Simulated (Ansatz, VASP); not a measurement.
# C: VASP beside Ansatz

```
C
1.0
     0.00000    1.78337    1.78337
     1.78337    0.00000    1.78337
     1.78337    1.78337    0.00000
C
2
Direct
  0.75000 0.75000 0.75000
  0.50000 0.50000 0.50000
```

This isn't the form of C at room conditions, which is graphite.

Alike in both runs: task relaxation of cell and atoms; functional RPBE; dispersion D3(BJ); k mesh 13 × 13 × 13; occupations fermi-dirac, width 0.05 eV; no spin polarisation.

|  | VASP | Ansatz |
| --- | --- | --- |
| version | VASP 6.6.1 | Ansatz 0.2.0 |
| potentials or method | VASP PAW PBE potentials, release 64 (C) | Ansatz PAW |
| plane-wave cutoff (eV) | 600 | 420 |
| valence electrons in the cell | 8 | 8 |

|  | VASP | Ansatz | Ansatz less VASP |
| --- | --- | --- | --- |
| relaxed volume (Å³/atom) | 5.53 | 5.53 | +0.002 |
| relaxed cell length with the largest relative difference (Å) | 2.501 | 2.501 | +0.0003 |
| energy change over the relaxation (meV/atom) | -5 | -5 | +0.2 |

Caveats: the PAW data sets were made with another functional, which shifts forces and pressure a little (VASP); an odd mesh through Γ misses points on the zone boundary, where band edges often lie (VASP); odd divisions of the mesh miss points on the zone boundary, where band edges often lie, so the gap on the mesh can be too wide (Ansatz); the plane-wave basis is chosen anew once the cell has moved, so the energies of steps on either side of that aren't comparable (Ansatz); the pressure holds a Pulay correction of +0.9 GPa for the finite cutoff (Ansatz); the PAW data sets come from PBE, with cores solved anew for the run's functional, which leaves a small shift of forces and pressure (Ansatz). RPBE gaps usually lie below the measured ones, often by a third to a half.
